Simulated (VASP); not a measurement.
# Ag (Im-3m) in VASP: notebook

The runs below take Ag through relaxation of cell and atoms, with PBEsol, LDA, PBE, PBE+D3(BJ).

Everything below comes from runs of VASP 6.6.1. Logs are shortened: lines on timing, memory, paths and dates and some standing lists are left out, and cuts for length are marked.

## 1. The crystal as given

Symmetry: Im-3m, No. 229, cubic system. The conventional cell has a = 3.246 Å, b = 3.246 Å, c = 3.246 Å, α = 90.00°, β = 90.00°, γ = 90.00°. Ag (site symmetry m-3m) is surrounded by 8 Ag at 2.81 Å.

This isn't the form of Ag at room conditions, which is fcc.

## 2. Relaxation of cell and atoms, PBEsol

INCAR

```
SYSTEM = Ag
PREC = Accurate
ENCUT = 600
EDIFF = 1E-7
ISMEAR = 0
SIGMA = 0.1
LREAL = .FALSE.
LASPH = .TRUE.
NELM = 100
ALGO = Normal
ISIF = 3
LWAVE = .FALSE.
LCHARG = .FALSE.
GGA = PS
IBRION = 2
NSW = 90
EDIFFG = -0.005
```

KPOINTS

```
Automatic mesh
0
G
  18 18 18
  0 0 0
```

POSCAR

```
Ag
1.0
   -1.6229757800      1.6229757800      1.6229757800
    1.6229757800     -1.6229757800      1.6229757800
    1.6229757800      1.6229757800     -1.6229757800
Ag
1
Direct
    0.0000000000      0.0000000000      0.0000000000
```

Potentials or basis: VASP PAW PBE potentials, release 64 (Ag).

Command:

```console
cat potpaw_PBE.64/Ag/POTCAR > POTCAR
mpirun -np 1 vasp_std > vasp.out
```

OUTCAR:

```text
SYSTEM = Ag
   PREC = Accurate
   ENCUT = 600
   EDIFF = 1E-7
   ISMEAR = 0
   LREAL = .FALSE.
   LASPH = .TRUE.
   NELM = 100
   ISIF = 3
   GGA = PS
   IBRION = 2
   NSW = 90
   EDIFFG = -0.005

 ion  position               nearest neighbor table
   1  0.000  0.000  0.000-

  LATTYP: Found a body centered cubic cell.
 ALAT       =     3.2459515600

  Lattice vectors:

 A1 = (  -1.6229757800,   1.6229757800,   1.6229757800)
 A2 = (   1.6229757800,  -1.6229757800,   1.6229757800)
 A3 = (   1.6229757800,   1.6229757800,  -1.6229757800)

Analysis of symmetry for initial positions (statically):
=====================================================================
 Subroutine PRICEL returns:
 Original cell was already a primitive cell.

 Routine SETGRP: Setting up the symmetry group for a
 body centered cubic supercell.

 Subroutine GETGRP returns: Found 48 space group operations
 (whereof 48 operations were pure point group operations)
 out of a pool of 48 trial point group operations.

The static configuration has the point symmetry O_h .

Analysis of symmetry for dynamics (positions and initial velocities):
=====================================================================
 Subroutine PRICEL returns:
 Original cell was already a primitive cell.

 Routine SETGRP: Setting up the symmetry group for a
 body centered cubic supercell.

 Subroutine GETGRP returns: Found 48 space group operations
 (whereof 48 operations were pure point group operations)
 out of a pool of 48 trial point group operations.

The dynamic configuration has the point symmetry O_h .

 Subroutine INISYM returns: Found 48 space group operations
 (whereof 48 operations are pure point group operations),
 and found     1 'primitive' translations

----------------------------------------------------------------------------------------

                                     Primitive cell

  volume of cell :      17.1000

  direct lattice vectors                    reciprocal lattice vectors
    -1.622975780  1.622975780  1.622975780     0.000000000  0.308076070  0.308076070
     1.622975780 -1.622975780  1.622975780     0.308076070  0.000000000  0.308076070
     1.622975780  1.622975780 -1.622975780     0.308076070  0.308076070  0.000000000

  length of vectors
     2.811076510  2.811076510  2.811076510     0.435685356  0.435685356  0.435685356

  position of ions in fractional coordinates (direct lattice)
     0.000000000  0.000000000  0.000000000

  ion indices of the primitive-cell ions
   primitive index   ion index
                 1           1

----------------------------------------------------------------------------------------

 KPOINTS: Automatic mesh

Automatic generation of k-mesh.
 Grid dimensions read from file:
 generate k-points for:   18   18   18

 Generating k-lattice:

  Cartesian coordinates                     Fractional coordinates (reciprocal lattice)
     0.000000000  0.017115337  0.017115337     0.055555556  0.000000000  0.000000000
     0.017115337  0.000000000  0.017115337     0.000000000  0.055555556  0.000000000
     0.017115337  0.017115337  0.000000000     0.000000000  0.000000000  0.055555556

  Length of vectors
     0.024204742  0.024204742  0.024204742

  Shift w.r.t. Gamma in fractional coordinates (k-lattice)
     0.000000000  0.000000000  0.000000000

 Subroutine IBZKPT returns following result:
 ===========================================

 Found    195 irreducible k-points:

 Following reciprocal coordinates:
            Coordinates               Weight
  0.000000  0.000000  0.000000      1.000000
  0.055556  0.000000  0.000000     12.000000
  0.111111  0.000000  0.000000     12.000000
  0.166667  0.000000  0.000000     12.000000
  0.222222  0.000000  0.000000     12.000000
  0.277778  0.000000  0.000000     12.000000
[... 16 lines left out ...]
  0.333333  0.111111 -0.000000     48.000000
  0.388889  0.111111 -0.000000     48.000000
 [... further k-points ...]
   k-points           NKPTS =    195   k-points in BZ     NKDIM =    195   number of bands    NBANDS=      9
   number of dos      NEDOS =    301   number of ions     NIONS =      1
   total plane-waves  NPLWV =  13824
   dimension x,y,z NGX =    24 NGY =   24 NGZ =   24
   dimension x,y,z NGXF=    48 NGYF=   48 NGZF=   48
   ions per type =               1
   NGX,Y,Z   is equivalent  to a cutoff of  14.19, 14.19, 14.19 a.u.
   NGXF,Y,Z  is equivalent  to a cutoff of  28.39, 28.39, 28.39 a.u.
 SYSTEM =  Ag
   PREC   = accura    normal or accurate (medium, high low for compatibility)
   ISTART =      0    job   : 0-new  1-cont  2-samecut
   ICHARG =      2    charge: 1-file 2-atom 10-const
   ISPIN  =      1    spin polarized calculation?
   LNONCOLLINEAR =      F non collinear calculations
   LSORBIT =      F    spin-orbit coupling
   LASPH  =      T    aspherical Exc in radial PAW
   ENCUT  =  600.0 eV  44.10 Ry    6.64 a.u.   5.61  5.61  5.61*2*pi/ulx,y,z
   NELM   =    100;   NELMIN=  2; NELMDL= -5     # of ELM steps
   EDIFF  = 0.1E-06   stopping-criterion for ELM
   LREAL  =      F    real-space projection
   EDIFFG = -.5E-02   stopping-criterion for IOM
   NSW    =     90    number of steps for IOM
   IBRION =      2    ionic relax: 0-MD 1-quasi-New 2-CG
   NFREE  =      1    steps in history (QN), initial steepest desc. (CG)
   ISIF   =      3    stress and relaxation
   ISYM   =      2    0-nonsym 1-usesym 2-fastsym
   POTIM  = 0.5000    time-step for ionic-motion
   TEBEG  =    0.0;   TEEND  =   0.0 temperature during run
   PSTRESS=    0.0 pullay stress
   NELECT =      11.0000    total number of electrons
   NUPDOWN=      -1.0000    fix difference up-down
   EMIN   =  10.00;   EMAX   =-10.00  energy-range for DOS
   EFERMI =   0.00;   METHOD = LEGACY
   ISMEAR =     0;   SIGMA  =   0.10  broadening in eV -4-tet -1-fermi 0-gaus
   EFERMI_NEDOS =   21; number of points for ismear=-14 and -15
   IALGO  =     38    algorithm
   IMIX   =      4    mixing-type and parameters
     AMIX     =   0.40;   BMIX     =  1.00
     AMIX_MAG =   1.60;   BMIX_MAG =  1.00
  volume/ion in A,a.u.               =      17.10       115.40
  Fermi-wavevector in a.u.,A,eV,Ry     =   1.413211  2.670582 27.173086  1.997165
  Thomas-Fermi vector in A             =   2.534880
   LORBIT       =      0    0 simple, 1 ext, 2 COOP (PROOUT), +10 PAW based schemes
   GGA     = PS    functional components
   LHFCALC =     F    Hartree Fock is set to
   AEXX    =    0.0000 exact exchange contribution
   IVDW    =     0    specifies the selected vdW correction
   LEPSILON=     F    determine dielectric tensor
   LRPA    =     F    only Hartree local field effects (RPA)
 conjugate gradient relaxation of ions
 non-spin polarized calculation
 Gauss-broadening in eV      SIGMA  =   0.10
  energy-cutoff  :      600.00
  volume of cell :       17.10
 maximum number of plane-waves:       603
   NGX = 11   NGY = 11   NGZ = 11

--------------------------------------- Ionic step        1  -------------------------------------------

 number of electron      11.0000000 magnetization

 Free energy of the ion-electron system (eV)
  ---------------------------------------------------
  ext. energy  EPLUGINS =         0.00000000
  ---------------------------------------------------
  free energy    TOTEN  =        -3.26502194 eV

  energy without entropy =       -3.26202428  energy(sigma->0) =       -3.26352311

------------------------ aborting loop because EDIFF is reached ----------------------------------------

  FORCE on cell =-STRESS in cart. coord.  units (eV):
  Direction    XX          YY          ZZ          XY          YZ          ZX
  --------------------------------------------------------------------------------------
  -------------------------------------------------------------------------------------
  Total       -0.2409929     -0.2409929     -0.2409929      0.0000000      0.0000000      0.0000000
  in kB      -22.5797261    -22.5797261    -22.5797261      0.0000000      0.0000000      0.0000000
  external PRESSURE =     -22.5797261 kB  Pullay stress =       0.0000000 kB
[... 55 lines left out ...]
  energy  without entropy=       -3.2634285680  energy(sigma->0) =       -3.26492638

--------------------------------------- Ionic step        3  -------------------------------------------

 number of electron      10.9999997 magnetization

 Free energy of the ion-electron system (eV)
  ---------------------------------------------------
  ext. energy  EPLUGINS =         0.00000000
  ---------------------------------------------------
  free energy    TOTEN  =        -3.26761030 eV

  energy without entropy =       -3.26461406  energy(sigma->0) =       -3.26611218

 E-fermi :   8.4850     XC(G=0): -12.5212

 val. band max:        8.4672299743   @ k =  -0.3889   0.4444   0.1111
 cond. band min:       8.4947983694   @ k =   0.2778   0.1667   0.0556
 fundamental gap:      0.0275683952
 Fermi energy:         8.4849741907

 k-point     1 :       0.0000    0.0000    0.0000
  band No.  band energies     occupation
      1       0.5287      2.00000
      2       3.5290      2.00000
      3       3.5290      2.00000
      4       3.5290      2.00000
      5       4.9196      2.00000
      6       4.9196      2.00000
      7      26.4986      0.00000
      8      26.4986      0.00000
      9      26.4986      0.00000
[... 265 lines left out ...]
 k-point    24 :       0.3889    0.1111   -0.0000
  band No.  band energies     occupation
      1       2.1800      2.00000
      2       2.8029      2.00000
      3       4.7287      2.00000
      4       4.8536      2.00000
      5       5.4898      2.00000
      6       8.5792      0.18287
      7      13.6582      0.00000
      8      20.6158      0.00000
      9      22.7502      0.00000

 [... further k-points ...]

------------------------ aborting loop because EDIFF is reached ----------------------------------------

  FORCE on cell =-STRESS in cart. coord.  units (eV):
  Direction    XX          YY          ZZ          XY          YZ          ZX
  --------------------------------------------------------------------------------------
  -------------------------------------------------------------------------------------
  Total        0.0003272      0.0003272      0.0003272      0.0000000      0.0000000      0.0000000
  in kB        0.0313091      0.0313091      0.0313091      0.0000000      0.0000000      0.0000000
  external PRESSURE =       0.0313091 kB  Pullay stress =       0.0000000 kB
[... 16 lines left out ...]
  FREE ENERGIE OF THE ION-ELECTRON SYSTEM (eV)
  ---------------------------------------------------
  free  energy   TOTEN  =        -3.2676102959 eV

  energy  without entropy=       -3.2646140603  energy(sigma->0) =       -3.26611218

 reached required accuracy - stopping structural energy minimisation
```

It took 32 s on 1 thread of Intel Xeon 6975P-C (Granite Rapids), shared host; peak memory 0.18 GiB.

What came out:

- Free energy: -3.2676 eV
- Relaxed volume: 16.74 Å³/atom
- Relaxed cell: a = 2.791 Å, b = 2.791 Å, c = 2.791 Å, α = 109.47°, β = 109.47°, γ = 109.47°
- Space group after relaxing (to 0.05 Å): Im-3m (No. 229)
- Energy gained by relaxing: 2.6 meV/atom
- Ionic steps: 3
- Pressure after relaxing: 0.0 GPa
- Band gap on the k mesh: none (metal or under the smearing width)

Step by step:
```tsv
step	energy change (eV)	largest force (eV/Å)	pressure (GPa)	volume (Å³)
1	0.0000	0.0000	-2.26	17.10
2	-0.0014	0.0000	1.67	16.51
3	-0.0026	0.0000	0.00	16.74
```

Final structure:
```yaml
crystal:
  lattice:
    - [-1.61159, 1.61159, 1.61159]
    - [1.61159, -1.61159, 1.61159]
    - [1.61159, 1.61159, -1.61159]
  atoms:
    - { symbol: Ag, position: [0.00000, 0.00000, 0.00000] }
```

Caveat: the PAW data sets were made with another functional, which shifts forces and pressure a little.

[end of part 1 of 2]
